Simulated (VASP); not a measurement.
# CrO₂: response to an epitaxial strain

CrO₂, Fm-3m (no. 225), 12 atoms in the cell. PBE, relaxations at fixed in-plane lattice; PAW potentials Cr_pv, O (PBE set).

## Input

INCAR.step1:
```
PREC = Accurate
ENCUT = 550
EDIFF = 1E-7
ISMEAR = 1
SIGMA = 0.1
LREAL = F
LASPH = T
NELM = 100
ALGO = Normal
LWAVE = F
LCHARG = F
ISPIN = 2
MAGMOM = 3 3 3 3 0 0 0 0 0 0 0 0
LMAXMIX = 4
IBRION = 2
NSW = 40
ISIF = 3
EDIFFG = -0.01
POTIM = 0.5
KPAR = 8
```

INCAR.step2, as INCAR.step1 but for:
```
+ LATTICE_CONSTRAINTS = .FALSE. .FALSE. .TRUE.
```

KPOINTS:
```
k-points
0
Gamma
  6 6 6
```

POSCAR.step1:
```
CrO2
1.0
    4.7661300000      0.0000000000      0.0000000000
    0.0000000000      4.7661300000      0.0000000000
    0.0000000000      0.0000000000      4.7661300000
Cr O
4 8
Direct
    0.0000000000      0.0000000000      0.0000000000
    0.0000000000      0.5000000000      0.5000000000
    0.5000000000      0.0000000000      0.5000000000
    0.5000000000      0.5000000000      0.0000000000
    0.2500000000      0.7500000000      0.7500000000
    0.2500000000      0.2500000000      0.7500000000
    0.2500000000      0.2500000000      0.2500000000
    0.2500000000      0.7500000000      0.2500000000
    0.7500000000      0.7500000000      0.2500000000
    0.7500000000      0.2500000000      0.2500000000
    0.7500000000      0.2500000000      0.7500000000
    0.7500000000      0.7500000000      0.7500000000
```

POSCAR.step2:
```
CrO2
1.0
    4.7122728448      0.0000000000      0.0000000000
    0.0000000000      4.7122728448      0.0000000000
    0.0000000000      0.0000000000      4.7122728448
Cr O
4 8
Direct
    0.0000000000      0.0000000000      0.0000000000
    0.0000000000      0.5000000000      0.5000000000
    0.5000000000      0.0000000000      0.5000000000
    0.5000000000      0.5000000000      0.0000000000
    0.2500000000      0.7500000000      0.7500000000
    0.2500000000      0.2500000000      0.7500000000
    0.2500000000      0.2500000000      0.2500000000
    0.2500000000      0.7500000000      0.2500000000
    0.7500000000      0.7500000000      0.2500000000
    0.7500000000      0.2500000000      0.2500000000
    0.7500000000      0.2500000000      0.7500000000
    0.7500000000      0.7500000000      0.7500000000
```

POSCAR.step3:
```
CrO2
1.0
    4.6180273879      0.0000000000      0.0000000000
    0.0000000000      4.6180273879      0.0000000000
    0.0000000000      0.0000000000      4.7122728448
Cr O
4 8
Direct
    0.0000000000      0.0000000000      0.0000000000
    0.0000000000      0.5000000000      0.5000000000
    0.5000000000      0.0000000000      0.5000000000
    0.5000000000      0.5000000000      0.0000000000
    0.2500000000      0.7500000000      0.7500000000
    0.2500000000      0.2500000000      0.7500000000
    0.2500000000      0.2500000000      0.2500000000
    0.2500000000      0.7500000000      0.2500000000
    0.7500000000      0.7500000000      0.2500000000
    0.7500000000      0.2500000000      0.2500000000
    0.7500000000      0.2500000000      0.7500000000
    0.7500000000      0.7500000000      0.7500000000
```

POSCAR.step4:
```
CrO2
1.0
    4.6651501164      0.0000000000      0.0000000000
    0.0000000000      4.6651501164      0.0000000000
    0.0000000000      0.0000000000      4.7122728448
Cr O
4 8
Direct
    0.0000000000      0.0000000000      0.0000000000
    0.0000000000      0.5000000000      0.5000000000
    0.5000000000      0.0000000000      0.5000000000
    0.5000000000      0.5000000000      0.0000000000
    0.2500000000      0.7500000000      0.7500000000
    0.2500000000      0.2500000000      0.7500000000
    0.2500000000      0.2500000000      0.2500000000
    0.2500000000      0.7500000000      0.2500000000
    0.7500000000      0.7500000000      0.2500000000
    0.7500000000      0.2500000000      0.2500000000
    0.7500000000      0.2500000000      0.7500000000
    0.7500000000      0.7500000000      0.7500000000
```

POSCAR.step5:
```
CrO2
1.0
    4.7593955733      0.0000000000      0.0000000000
    0.0000000000      4.7593955733      0.0000000000
    0.0000000000      0.0000000000      4.7122728448
Cr O
4 8
Direct
    0.0000000000      0.0000000000      0.0000000000
    0.0000000000      0.5000000000      0.5000000000
    0.5000000000      0.0000000000      0.5000000000
    0.5000000000      0.5000000000      0.0000000000
    0.2500000000      0.7500000000      0.7500000000
    0.2500000000      0.2500000000      0.7500000000
    0.2500000000      0.2500000000      0.2500000000
    0.2500000000      0.7500000000      0.2500000000
    0.7500000000      0.7500000000      0.2500000000
    0.7500000000      0.2500000000      0.2500000000
    0.7500000000      0.2500000000      0.7500000000
    0.7500000000      0.7500000000      0.7500000000
```

POSCAR.step6:
```
CrO2
1.0
    4.8065183017      0.0000000000      0.0000000000
    0.0000000000      4.8065183017      0.0000000000
    0.0000000000      0.0000000000      4.7122728448
Cr O
4 8
Direct
    0.0000000000      0.0000000000      0.0000000000
    0.0000000000      0.5000000000      0.5000000000
    0.5000000000      0.0000000000      0.5000000000
    0.5000000000      0.5000000000      0.0000000000
    0.2500000000      0.7500000000      0.7500000000
    0.2500000000      0.2500000000      0.7500000000
    0.2500000000      0.2500000000      0.2500000000
    0.2500000000      0.7500000000      0.2500000000
    0.7500000000      0.7500000000      0.2500000000
    0.7500000000      0.2500000000      0.2500000000
    0.7500000000      0.2500000000      0.7500000000
    0.7500000000      0.7500000000      0.7500000000
```

Commands (each step's output is kept before the next begins):
```
cat potpaw_PBE.64/Cr_pv/POTCAR potpaw_PBE.64/O/POTCAR > POTCAR
cp INCAR.step1 INCAR
cp POSCAR.step1 POSCAR
mpirun -np 8 vasp_std > vasp.out
# POSCAR: the relaxed cell with a and b scaled by 1
cp INCAR.step2 INCAR
cp POSCAR.step2 POSCAR
mpirun -np 8 vasp_std > vasp.out
# POSCAR: the relaxed cell with a and b scaled by 0.98
cp POSCAR.step3 POSCAR
mpirun -np 8 vasp_std > vasp.out
# POSCAR: the relaxed cell with a and b scaled by 0.99
cp POSCAR.step4 POSCAR
mpirun -np 8 vasp_std > vasp.out
# POSCAR: the relaxed cell with a and b scaled by 1.01
cp POSCAR.step5 POSCAR
mpirun -np 8 vasp_std > vasp.out
# POSCAR: the relaxed cell with a and b scaled by 1.02
cp POSCAR.step6 POSCAR
mpirun -np 8 vasp_std > vasp.out
```

## Result

- d ln c / d ln a, c relaxed at each in-plane lattice: -0.27
- Biaxial modulus (GPa): 661

Cells held at set in-plane strains, c relaxed:

| In-plane strain (%) | c (Å) | In-plane stress (GPa, compression positive) | Energy (meV/atom) | Gap on the mesh (eV) |
|---|---|---|---|---|
| -2.0 | 4.7404 | 14.41 | 15.8 | 0.46 |
| -1.0 | 4.7259 | 6.90 | 4.0 | 0.48 |
| 0.0 | 4.7123 | 0.01 | 0.0 | 0.49 |
| 1.0 | 4.6999 | -6.30 | 3.1 | 0.32 |
| 2.0 | 4.6885 | -12.05 | 13.0 | 0.00 |

VASP 6.6.1 took 1933 s on 8 cores (Intel Xeon Platinum 8259CL @ 2.50GHz (Skylake/Cascade Lake)), a shared host.
